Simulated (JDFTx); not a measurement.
# AlRu (Pm-3m) in JDFTx: reference runs

Reference runs on AlRu: the cell as given and a disturbed copy.

All numbers are computed with JDFTx 1.7.0 (patched build); they aren't measurements. Logs are shortened: lines on timing, memory, paths and dates and some standing lists are left out, and cuts for length are marked. The log counts tension as positive stress, the text compression.

### 1 The structure

It takes space group Pm-3m (No. 221, cubic). The conventional cell has a = 2.992 Å, b = 2.992 Å, c = 2.992 Å, α = 90.00°, β = 90.00°, γ = 90.00°. Around Ru (site symmetry m-3m) lie 8 Al at 2.59 Å. Al (site symmetry m-3m) is surrounded by 8 Ru at 2.59 Å.

### 2 Single point, PBE

The input, AlRu.in:

```
lattice \
    5.6533046744     0.0000000000     0.0000000000 \
    0.0000000000     5.6533046744     0.0000000000 \
    0.0000000000     0.0000000000     5.6533046744
coords-type Lattice
ion Ru     0.5000000000     0.5000000000     0.5000000000 1
ion Al     0.0000000000     0.0000000000     0.0000000000 1

ion-species pseudo/Ru.upf
ion-species pseudo/Al.upf
elec-cutoff 42 336
elec-ex-corr gga-PBE
kpoint-folding 9 9 9
elec-smearing Fermi 0.0018374661
elec-n-bands 15
electronic-SCF nIterations 100 energyDiffThreshold 1e-09
electronic-minimize nIterations 30 energyDiffThreshold 1e-7
converge-empty-states yes
forces-output-coords Cartesian

dump-name run.$VAR
dump End Ecomponents EigStats BandEigs Kpoints Forces Stress ElecDensity Dtot KEdensity
```

Potentials or basis: PseudoDojo-SR-PBE-0.5-standard.

The run is started by

```console
$ jdftx -c 1 -i AlRu.in -o AlRu.out
```

The log of the run:

```text
*************** JDFTx 1.7.0 (patched build) ***************

[... 9 lines left out ...]
---------- Initializing the Grid ----------
R =
[       5.6533            0            0  ]
[            0       5.6533            0  ]
[            0            0       5.6533  ]
unit cell volume = 180.679
G =
[    1.11142          0          0  ]
[          0    1.11142          0  ]
[          0          0    1.11142  ]
Minimum fftbox size, Smin = [  48  48  48  ]
Chosen fftbox size, S = [  48  48  48  ]

---------- Initializing tighter grid for wavefunction operations ----------
R =
[       5.6533            0            0  ]
[            0       5.6533            0  ]
[            0            0       5.6533  ]
unit cell volume = 180.679
G =
[    1.11142          0          0  ]
[          0    1.11142          0  ]
[          0          0    1.11142  ]
Minimum fftbox size, Smin = [  36  36  36  ]
Chosen fftbox size, S = [  36  36  36  ]

---------- Exchange Correlation functional ----------
Initalized PBE GGA exchange.
Initalized PBE GGA correlation.

---------- Setting up pseudopotentials ----------
Width of ionic core gaussian charges (only for fluid interactions / plotting) set to 0

Reading pseudopotential file 'pseudo/Ru.upf':
  'Ru' pseudopotential, 'PBE' functional
  Generated using ONCVPSP code by D. R. Hamann
  16 valence electrons, 4 orbitals, 6 projectors, 1001 radial grid points, with lMax = 2
    4S    l: 0   occupation:  2.0   eigenvalue: -2.806593
    4P    l: 1   occupation:  6.0   eigenvalue: -1.705763
    4D    l: 2   occupation:  7.0   eigenvalue: -0.191184
    5S    l: 0   occupation:  1.0   eigenvalue: -0.155807
  Core radius for overlap checks: 1.34 bohrs.

Reading pseudopotential file 'pseudo/Al.upf':
  'Al' pseudopotential, 'PBE' functional
  Generated using ONCVPSP code by D. R. Hamann
  3 valence electrons, 2 orbitals, 6 projectors, 1001 radial grid points, with lMax = 2
    3S    l: 0   occupation:  2.0   eigenvalue: -0.284914
    3P    l: 1   occupation:  1.0   eigenvalue: -0.099668
  Core radius for overlap checks: 1.74 bohrs.

Initialized 2 species with 2 total atoms.

Folded 1 k-points by 9x9x9 to 729 k-points.

---------- Setting up k-points, bands, fillings ----------
Reduced to 35 k-points under symmetry.
Computing the number of bands and number of electrons
Calculating initial fillings.
nElectrons:  19.000000   nBands: 15   nStates: 35

----- Setting up reduced wavefunction bases (one per k-point) -----
average nbasis = 2348.759 , ideal nbasis = 2348.957

---------- Setting up ewald sum ----------
Optimum gaussian width for ewald sums = 2.009282 bohr.
Real space sum over 1331 unit cells with max indices [  5  5  5  ]
Reciprocal space sum over 2197 terms with max indices [  6  6  6  ]

---------- Allocating electronic variables ----------
Initializing wave functions:  linear combination of atomic orbitals
Note: number of bands (15) exceeds available atomic orbitals (14)
Ru pseudo-atom occupations:   s ( 2 0 )  p ( 6 )  d ( 8 )
Al pseudo-atom occupations:   s ( 2 )  p ( 1 )
	FillingsUpdate:  mu: +0.459015208  nElectrons: 19.000000
LCAOMinimize: Iter:   0  F: -96.9389579689737104  |grad|_K:  1.784e-02  alpha:  1.000e+00
	FillingsUpdate:  mu: +0.667411198  nElectrons: 19.000000
LCAOMinimize: Iter:   1  F: -97.3060404646483050  |grad|_K:  2.534e-03  alpha:  3.725e-01  linmin:  2.600e-01  cgtest: -1.061e+00
LCAOMinimize: 	Bad step direction: g.d > 0.
[... 9 lines of inner loops ...]
LCAOMinimize: Iter:   5  F: -97.3142674666318328  |grad|_K:  1.030e-06  alpha:  3.367e-01  linmin: -3.727e-04  cgtest: -1.955e-03
	FillingsUpdate:  mu: +0.629754748  nElectrons: 19.000000
LCAOMinimize: Iter:   6  F: -97.3142674705398463  |grad|_K:  2.283e-08  alpha:  9.386e-01  linmin:  2.731e-02  cgtest: -2.146e-01
LCAOMinimize: Converged (|Delta F|<1.000000e-06 for 2 iters).

-------- Electronic minimization -----------
Will mix electronic density at each iteration.
	FillingsUpdate:  mu: +0.629754748  nElectrons: 19.000000
	FillingsUpdate:  mu: +0.616640726  nElectrons: 19.000000
SCF: Cycle:  0   F: -97.367951474173381   dF: -5.368e-02   |Residual|: 1.271e-01   |deigs|: 1.911e-01
	FillingsUpdate:  mu: +0.584504759  nElectrons: 19.000000
SCF: Cycle:  1   F: -97.392113926333664   dF: -2.416e-02   |Residual|: 4.399e-02   |deigs|: 3.543e-02
	FillingsUpdate:  mu: +0.592925527  nElectrons: 19.000000
SCF: Cycle:  2   F: -97.396336250751574   dF: -4.222e-03   |Residual|: 1.267e-02   |deigs|: 9.527e-03
	FillingsUpdate:  mu: +0.591858160  nElectrons: 19.000000
SCF: Cycle:  3   F: -97.396359173782045   dF: -2.292e-05   |Residual|: 1.945e-03   |deigs|: 1.340e-03
	FillingsUpdate:  mu: +0.592153385  nElectrons: 19.000000
SCF: Cycle:  4   F: -97.396364472843402   dF: -5.299e-06   |Residual|: 5.253e-04   |deigs|: 3.268e-04
	FillingsUpdate:  mu: +0.592162434  nElectrons: 19.000000
SCF: Cycle:  5   F: -97.396364562917114   dF: -9.007e-08   |Residual|: 1.224e-04   |deigs|: 1.581e-05
	FillingsUpdate:  mu: +0.592146730  nElectrons: 19.000000
SCF: Cycle:  6   F: -97.396364602642052   dF: -3.972e-08   |Residual|: 4.115e-05   |deigs|: 3.136e-05
	FillingsUpdate:  mu: +0.592139952  nElectrons: 19.000000
SCF: Cycle:  7   F: -97.396364612566529   dF: -9.924e-09   |Residual|: 1.446e-05   |deigs|: 1.252e-05
	FillingsUpdate:  mu: +0.592138601  nElectrons: 19.000000
SCF: Cycle:  8   F: -97.396364614799509   dF: -2.233e-09   |Residual|: 8.035e-06   |deigs|: 4.867e-06
	FillingsUpdate:  mu: +0.592137370  nElectrons: 19.000000
SCF: Cycle:  9   F: -97.396364615781877   dF: -9.824e-10   |Residual|: 2.367e-06   |deigs|: 4.012e-06
	FillingsUpdate:  mu: +0.592136969  nElectrons: 19.000000
SCF: Cycle: 10   F: -97.396364615975756   dF: -1.939e-10   |Residual|: 7.699e-07   |deigs|: 3.389e-06
SCF: Converged (|Delta E|<1.000000e-09 for 2 iters).

Setting wave functions to eigenvectors of Hamiltonian
Converging empty states (this may take a while): |deigs|: 5.849e-05

# Stress tensor in Cartesian coordinates [Eh/a0^3]:
[ -8.41487e-05            0            0  ]
[            0 -8.41487e-05            0  ]
[            0            0 -8.41487e-05  ]

# Ionic positions in lattice coordinates:
ion Ru   0.500000000000000   0.500000000000000   0.500000000000000 1
ion Al   0.000000000000000   0.000000000000000   0.000000000000000 1

# Forces in Cartesian coordinates:
force Ru  -0.000000000000000   0.000000000000000  -0.000000000000000 1
force Al  -0.000000000000000  -0.000000000000000  -0.000000000000000 1

# Energy components:
   Eewald =      -73.3084216156292428
       EH =       22.7513458497287075
     Eloc =      -76.4934960950849216
      Enl =        8.1096754214520210
      Exc =      -18.2510809237994138
 Exc_core =        6.0498623678899550
       KE =       33.7463147497067197
-------------------------------------
     Etot =      -97.3958002457361829
       TS =        0.0005643702395740
-------------------------------------
        F =      -97.3963646159757559

IonicMinimize: Iter:   0  F: -97.396364615975756  |grad|_K:  5.095e-42
IonicMinimize: Converged (|grad|_K<1.000000e-04).

#--- Lowdin population analysis ---
# oxidation-state Ru +0.001
# oxidation-state Al +0.098

Dumping 'run.eigStats' ...
	eMin: -2.045276 at state 0 ( [ +0.000000 +0.000000 +0.000000 ] spin 0 )
	HOMO: +0.591576 at state 24 ( [ +0.111111 +0.444444 +0.444444 ] spin 0 )
	mu  : +0.592137
	LUMO: +0.592183 at state 18 ( [ +0.111111 +0.111111 +0.444444 ] spin 0 )
	eMax: +1.128294 at state 9 ( [ +0.000000 +0.222222 +0.222222 ] spin 0 )
	HOMO-LUMO gap: +0.000606
	Optical gap  : +0.005379 at state 5 ( [ +0.000000 +0.111111 +0.111111 ] spin 0 )
Done!
```

Run time: 54 s. Hardware: 1 thread of Arm Neoverse V1, shared host; peak memory 0.11 GiB.

What came out:

```
Free energy            : -2650.2901 eV
Pressure               : 2.5 GPa
Band gap on the k mesh : none (metal or under the smearing width)
```

### 3 Single point, PBE (atoms moved at random, drawn with an rms of 0.05 Å)

AlRu.in: that of step 2 with these lines changed.

```diff
@@ -5,4 +5,4 @@
 coords-type Lattice
-ion Ru     0.5000000000     0.5000000000     0.5000000000 1
-ion Al     0.0000000000     0.0000000000     0.0000000000 1
+ion Ru     0.4970030000     0.5110170000     0.4878020000 1
+ion Al    -0.0043240000    -0.0088300000     0.0100190000 1
 
@@ -21,2 +21,2 @@
 dump-name run.$VAR
-dump End Ecomponents EigStats BandEigs Kpoints Forces Stress ElecDensity Dtot KEdensity
+dump End Ecomponents EigStats BandEigs Kpoints Forces Stress
```

Potentials or basis: PseudoDojo-SR-PBE-0.5-standard.

The run is started by

```console
$ jdftx -c 1 -i AlRu.in -o AlRu.out
```

Run time: 9.4 min. Hardware: 1 thread of Arm Neoverse V1, shared host; peak memory 0.72 GiB.

It converged, with:

```yaml
Free_energy: -2650.2584 eV
Pressure: 3.1 GPa
Largest_force: 0.713 eV/Å
Band_gap_on_the_k_mesh: none (metal or under the smearing width)
```

Forces on the atoms (eV/Å):
```
Ru  -0.032 -0.475  0.530
Al   0.032  0.475 -0.530
```

Stress tensor (GPa, compression positive):
```
 3.33  0.04 -0.04
 0.04  3.02 -0.62
-0.04 -0.62  2.94
```

Levels at points of the mesh, in eV from the Fermi level:
| k point | band 8 | band 9 | band 10 | band 11 |
| --- | --- | --- | --- | --- |
| (0.00, 0.00, 0.00) | 0.23 | 0.24 | 0.25 | 6.18 |
